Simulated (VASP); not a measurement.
Crystal: AgCl (Chlorargyrite).

```
Ag Cl
1.0
     0.00000    2.73500    2.73500
     2.73500    0.00000    2.73500
     2.73500    2.73500    0.00000
Ag Cl
1 1
Direct
  0.00000 0.00000 0.00000
  0.50000 0.50000 0.50000
```

Base run:

```yaml
Program: VASP 6.6.1
Functional: HSE06
Potentials_or_basis: VASP PAW PBE potentials, release 64 (Ag, Cl)
Cutoff: 520 eV
k_mesh: 6 × 6 × 6
Occupations: gaussian, width 0.02 eV
Spin: no spin polarisation
```

Its results: band gap on the k mesh 2.40 eV, indirect (least direct gap 4.83 eV); pressure 3.5 GPa.

Q: The run is repeated on the same cell with these changes: functional from HSE06 to HSE03. What comes out?

A: Band gap on the k mesh 2.16 eV, indirect (least direct gap 4.57 eV); pressure 3.5 GPa.

Caveats: the PAW data sets were made with another functional, which shifts forces and pressure a little.
